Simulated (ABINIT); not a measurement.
A run of ABINIT 10.8.3 (patched build):

Contents of run.abi:

```
# Pseudopotentials
pp_dirpath "./"
pseudos "Hf.upf"

# Structure
acell 3*1.0 Angstrom
rprim
    -1.8050000000     1.8050000000     1.8050000000
     1.8050000000    -1.8050000000     1.8050000000
     1.8050000000     1.8050000000    -1.8050000000
ntypat 1
znucl 72
natom 1
typat 1
xcart
     0.0000000000     0.0000000000     0.0000000000

# Plane-wave basis
ecut 25.0

# k points
kptopt 1
ngkpt 8 8 8
nshiftk 1
shiftk 0.0 0.0 0.0

# Exchange and correlation
ixc -116133

# Bands and occupations
nband 10
occopt 3
tsmear 0.00183747

# SCF cycle
nstep 100
tolvrs 1.0e-10

# Output
iomode 3
prtwf 0
prteig 0
prtebands 0
prtden 1
prtvha 1
prtvclmb 1
prtpot 1
prtelf 1
```

Potentials or basis: PseudoDojo NC SR PBEsol v0.4.1 standard.

Command:

```console
$ abinit run.abi > log 2>&1
```

Hardware: 1 thread of Intel(R) Xeon(R) Platinum 8375C CPU @ 2.90GHz (Ice Lake), with other jobs on the host.

Question: How long does it take, and how much memory?

Answer: Wall time 8.5 s on 1 thread of Intel(R) Xeon(R) Platinum 8375C CPU @ 2.90GHz (Ice Lake), on a shared host, peak memory 0.06 GiB. Counts: scf iterations 7, mpi ranks 1, k points 29, bands 10, plane waves 959.
